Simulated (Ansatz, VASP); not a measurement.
# As in VASP and in Ansatz

```
As
1.0
     3.51361    0.00000    0.00000
    -1.75680    3.04287    0.00000
     0.00000    0.00000   28.00000
As
2
Cartesian
  0.0000 2.0286 14.6906
  1.7568 1.0143 13.3094
```

Alike in both runs: functional LDA; k mesh 9 × 9 × 1; occupations gaussian, width 0.02 eV; no spin polarisation.

Ansatz relaxed the structure, and its values are those at the end. VASP's run is a single point on that final structure, the one shown.

|  | VASP | Ansatz |
| --- | --- | --- |
| version | VASP 6.6.1 | Ansatz 0.2.0 |
| potentials or method | VASP PAW LDA potentials, release 64 (As) | scalar-relativistic, plane waves, PAW |
| plane-wave cutoff (eV) | 520 | 420 |
| valence electrons in the cell | 10 | 30 |

Ansatz gave:

```
gap on the k mesh at the Fermi level (eV) : 1.43
least direct gap on the mesh (eV)         : 2.10
rms of the force components (eV/Å)        : 0.000
```

Task: Which values does VASP return?

Result: gap on the k mesh at the Fermi level (eV): 1.43; least direct gap on the mesh (eV): 2.11; rms of the force components (eV/Å): 0.075.

The two sets of potentials don't hold the same shells in valence.
